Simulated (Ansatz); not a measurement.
# How far to go with the k-point mesh: NaBr (I4mm, 2 atoms in the cell)

```xyz
2
Lattice="0.0000 2.9701 2.9701 2.9701 0.0000 2.9701 2.9701 2.9701 0.0000" Properties=species:S:1:pos:R:3 pbc="T T T"
Na     0.0000     0.0000     0.0500
Br     2.9701     2.9701     2.9701
```

Computed with PBE (plane waves, PAW; Ansatz, a first-principles code).

Base settings: basis.ecutwfc = 420 eV; kpoints.mp_grid.grid = 7 7 7; hamiltonian.xc = pbe; hamiltonian.pseudopotentials = {kind: paw} (the program's default PAW files); scf.occupations.method = fermi_dirac; scf.occupations.width = 0.02 eV.

The second cell is the first with its lattice scaled by 0.98.

Only quantities that move along the ladder and can be compared are tabulated.

The count of work is k-points × plane waves × bands × iterations; it is no time. 

The starting cell has typed, rounded lattice constants, without a prior relaxation at this level. Its lattice was rescaled by up to half a per cent. One atom was moved a little off its site on purpose. Ansatz's pressure includes its estimate of the finite-basis (Pulay) stress.

```csv
kpoints.mp_grid.grid,free energy less the last step's (meV/atom),energy of the compressed cell less the first (meV/atom),pressure (GPa),gap on the mesh (eV),count of work / last
2 2 2,175.08,42.40,3.41,4.122,0.0041
3 3 3,15.36,20.83,1.34,4.193,0.0083
4 4 4,1.75,18.23,1.10,4.203,0.018
5 5 5,0.23,17.87,1.06,4.204,0.025
6 6 6,0.03,17.81,1.06,4.205,0.041
7 7 7,0.01,17.80,1.06,4.205,0.055
8 8 8,0.00,17.80,1.06,4.205,0.081
9 9 9,0.00,17.80,1.06,4.205,0.10
10 10 10,0.00,17.80,1.06,4.205,0.14
11 11 11,0.00,17.80,1.06,4.205,0.17
12 12 12,0.00,17.80,1.06,4.205,0.22
14 14 14,0.00,17.80,1.06,4.205,0.34
15 15 15,0.00,17.80,1.06,4.205,0.40
17 17 17,0.00,17.80,1.06,4.205,0.56
19 19 19,0.00,17.80,1.06,4.205,0.76
21 21 21,0.00,17.80,1.06,4.205,1.0
```

Coarsest kpoints.mp_grid.grid that holds the pressure within 0.5 GPa of the last step, with all finer ones: 3 3 3, at 0.0083 of the last step's count of work; the step before is off by 2.4 GPa.

Coarsest kpoints.mp_grid.grid that holds the free energy within 2 meV/atom of the last step, with all finer ones: 4 4 4, at 0.018 of the last step's count of work; the step before is off by 15 meV/atom.

The energy difference between the two cells stays within 1 meV/atom of the last step's from 4 4 4 on, the total only from 5 5 5 on: much of the error is common to both cells and cancels.

Keys are those of Ansatz 0.2.
